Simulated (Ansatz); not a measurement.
Results of RPBE in Ansatz (plane waves, PAW) for α-phase Li3N.

Numerical settings: plane-wave cutoff 520 eV, 12×12×10 k mesh (along the axes of the cell as run), Fermi–Dirac smearing 0.01 eV, scalar-relativistic PAW data made under PBE.

Computed at the level's own relaxed cell.

```
Li3N
1.0
    1.84240    -3.19113     0.00000
    1.84240     3.19113     0.00000
    0.00000     0.00000     3.90918
Li N
3 1
Direct
  0.33333   0.66667   0.00000
  0.66667   0.33333   0.00000
  0.00000   0.00000   0.50000
  0.00000   0.00000   0.00000
```

Task: List the 5 lowest band energies at Γ above −25 eV (eV, relative to the valence band maximum), grouping those that round alike.

Result: At Γ: -11.52, -1.47, -0.20 (×2), 0.96.

Ansatz is an electronic-structure program.
